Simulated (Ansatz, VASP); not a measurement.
## Two plane-wave programs on KI

File INCAR:

```
SYSTEM = KI
  ALGO = Normal
  EDIFF = 1E-8
  ENCUT = 520
  GGA = PS
  ISIF = 2
  ISMEAR = -1
  LASPH = .TRUE.
  LCHARG = .FALSE.
  LEFG = .TRUE.
  LREAL = .FALSE.
  LWAVE = .FALSE.
  NBANDS = 15
  NELM = 100
  PREC = Accurate
  SIGMA = 0.01
```

KPOINTS

```
k-points
0
G
  8 8 8
  0 0 0
```

Contents of POSCAR:

```
KI
1.0
    0.0704910000      3.5597955000      3.5597955000
    3.5597955000      0.0704910000      3.5597955000
    3.5597955000      3.5597955000      0.0704910000
K I
1 1
Direct
    0.0000000000      0.0000000000      0.0000000000
    0.5000000000      0.5000000000      0.5000000000
```

Input for Ansatz:

```yaml
crystal:
  lattice:
    - [0.070491, 3.5597955, 3.5597955]
    - [3.5597955, 0.070491, 3.5597955]
    - [3.5597955, 3.5597955, 0.070491]
  atoms:
    - { symbol: K, position: [0.0, 0.0, 0.0] }
    - { symbol: I, position: [0.5, 0.5, 0.5] }
kpoints:
  mp_grid: { grid: [8, 8, 8] }
scf:
  occupations: { method: fermi_dirac, width: 0.01 }
hamiltonian:
  xc: pbesol
  pseudopotentials: { kind: paw }
output:
  forces: true
  stress: true
  eigenvalues: true
  efg: { contact_densities: true }
```

Change from the starting cell: equal xy, yz and zx shear strains of +2 %, PAW files.

Alike in both runs: task electric field gradients; functional PBEsol; k mesh 8 × 8 × 8; occupations fermi-dirac, width 0.01 eV; no spin polarisation.

|  | VASP | Ansatz |
| --- | --- | --- |
| version | VASP 6.6.1 | Ansatz 0.2.0 |
| potentials or method | VASP PAW PBE potentials, release 64 (K_sv, I) | PAW with Ansatz's default frozen-core files, scalar-relativistic |
| plane-wave cutoff (eV) | 520 | 420 |
| valence electrons in the cell | 16 | 26 |

|  | VASP | Ansatz | Ansatz less VASP |
| --- | --- | --- | --- |
| gap on the k mesh at the Fermi level (eV) | 3.80 | 3.80 | +0.004 |
| pressure (GPa) | -0.2 | -0.2 | -0.03 |
| largest component of the traceless stress (GPa) | 0.07 | 0.08 | +0.001 |
| Vzz of the field gradient on the site that differs most (V/Å²) | 10.5 | 10.9 | +0.43 |

The two sets of potentials don't hold the same shells in valence. Ansatz warned: «gradients_without_spin_orbit».

Caveats: the PAW data sets were made with another functional, which shifts forces and pressure a little (VASP); spin-orbit coupling is left out, which moves the levels of the heavy elements. A k mesh can miss the band edges.
